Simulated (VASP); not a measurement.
These are r2SCAN meta-GGA, VASP's PBE PAW potentials (set 64) (plane waves; VASP) values and carry that method's errors.

Input for VASP

### KPOINTS
```
kpoints
0
Gamma
 8 8 8
0 0 0
```

INCAR:
```
SYSTEM = ZrO2
PREC = Accurate; ENCUT = 620; LREAL = .FALSE.
LASPH = .TRUE.
EDIFF = 1E-6; NELM = 100; ALGO = Normal
LMAXMIX = 4; LMIXTAU = .TRUE.
ISMEAR = 0; SIGMA = 0.05
METAGGA = R2SCAN
IBRION = 2; NSW = 40; ISIF = 3
EDIFFG = -0.02; PSTRESS = 300
LWAVE = .FALSE.; LCHARG = .FALSE.
```

### POSCAR
```
ZrO2
1.0
  0.0000000000   2.4658311087   2.4658311087
  2.4658311087   0.0000000000   2.4658311087
  2.4658311087   2.4658311087   0.0000000000
Zr O
1 2
Cartesian
  0.0000000000   0.0000000000   0.0000000000
  1.2329155544   1.2329155544   1.2329155544
  3.6987466631   3.6987466631   3.6987466631
```

POTCAR, in this order: Zr_sv O (PBE.64 set). Program: vasp_std.

Output of the run:

OSZICAR:
```
       N       E                     dE             d eps       ncg     rms          rms(c)
DAV:   1     0.200451014507E+03    0.20045E+03   -0.16815E+04   928   0.183E+03
DAV:   2    -0.506645873678E+02   -0.25112E+03   -0.24739E+03  1168   0.435E+02
DAV:   3    -0.612038923457E+02   -0.10539E+02   -0.10525E+02  1512   0.861E+01
DAV:   4    -0.614420705771E+02   -0.23818E+00   -0.23808E+00  1224   0.102E+01
DAV:   5    -0.614491643316E+02   -0.70938E-02   -0.70937E-02  1296   0.112E+00    0.317E+01
DAV:   6    -0.450311801283E+02    0.16418E+02   -0.18194E+01  1216   0.437E+01    0.109E+01
DAV:   7    -0.464479985063E+02   -0.14168E+01   -0.31084E+00  1048   0.151E+01    0.531E+00
DAV:   8    -0.460790504097E+02    0.36895E+00   -0.27286E+00  1024   0.172E+01    0.314E+00
DAV:   9    -0.454521493917E+02    0.62690E+00   -0.10243E+00   968   0.116E+01    0.115E+00
DAV:  10    -0.455959874459E+02   -0.14384E+00   -0.16810E-01  1152   0.470E+00    0.413E-01
DAV:  11    -0.455859821807E+02    0.10005E-01   -0.78717E-03  1304   0.100E+00    0.293E-01
DAV:  12    -0.455987215221E+02   -0.12739E-01   -0.20084E-02   960   0.175E+00    0.245E-01
DAV:  13    -0.455977236718E+02    0.99785E-03   -0.16929E-03  1472   0.343E-01    0.169E-01
DAV:  14    -0.455983678171E+02   -0.64415E-03   -0.78838E-04   952   0.292E-01    0.357E-02
DAV:  15    -0.455981444338E+02    0.22338E-03   -0.17926E-04  1176   0.155E-01    0.354E-02
DAV:  16    -0.455982891770E+02   -0.14474E-03   -0.12930E-04  1000   0.118E-01    0.316E-02
DAV:  17    -0.455982894818E+02   -0.30471E-06   -0.76751E-06  1200   0.299E-02
   1 F= -.39983537E+02 E0= -.39983537E+02  d E =-.399835E+02
```

File OUTCAR:
```
------------------------ aborting loop because EDIFF is reached ----------------------------------------
  FORCE on cell =-STRESS in cart. coord.  units (eV):
  Direction    XX          YY          ZZ          XY          YZ          ZX
  --------------------------------------------------------------------------------------
  Total        5.5717528      5.5717528      5.5717528     -0.0000000      0.0000000     -0.0000000
  in kB      297.7024756    297.7024756    297.7024756     -0.0000000      0.0000000     -0.0000000
  external PRESSURE =      -2.2975244 kB  Pullay stress =     300.0000000 kB
  volume of cell :       29.99
      direct lattice vectors                 reciprocal lattice vectors
     0.000000000  2.465831109  2.465831109    -0.202771389  0.202771389  0.202771389
     2.465831109  0.000000000  2.465831109     0.202771389 -0.202771389  0.202771389
     2.465831109  2.465831109  0.000000000     0.202771389  0.202771389 -0.202771389
 POSITION                                       TOTAL-FORCE (eV/Angst)
 -----------------------------------------------------------------------------------
      0.00000      0.00000      0.00000        -0.000000      0.000000      0.000000
      1.23292      1.23292      1.23292        -0.000000     -0.000000     -0.000000
      3.69875      3.69875      3.69875         0.000000      0.000000      0.000000
 -----------------------------------------------------------------------------------
    total drift:                                0.000000      0.000000      0.000000
  FREE ENERGIE OF THE ION-ELECTRON SYSTEM (eV)
  ---------------------------------------------------
  free  energy   TOTEN  =       -45.5982894818 eV

  energy  without entropy=      -45.5982894818  energy(sigma->0) =      -45.59828948
  enthalpy is  TOTEN    =       -39.9835365590 eV   P V=        5.6147529228

 reached required accuracy - stopping structural energy minimisation
```
(Selected blocks of OUTCAR.)

The compound is ZrO2 in the fluorite structure, the high-temperature cubic form, which is unstable at 0 K; the monoclinic form is the stable one. It was relaxed first under an external pressure of 30 GPa.
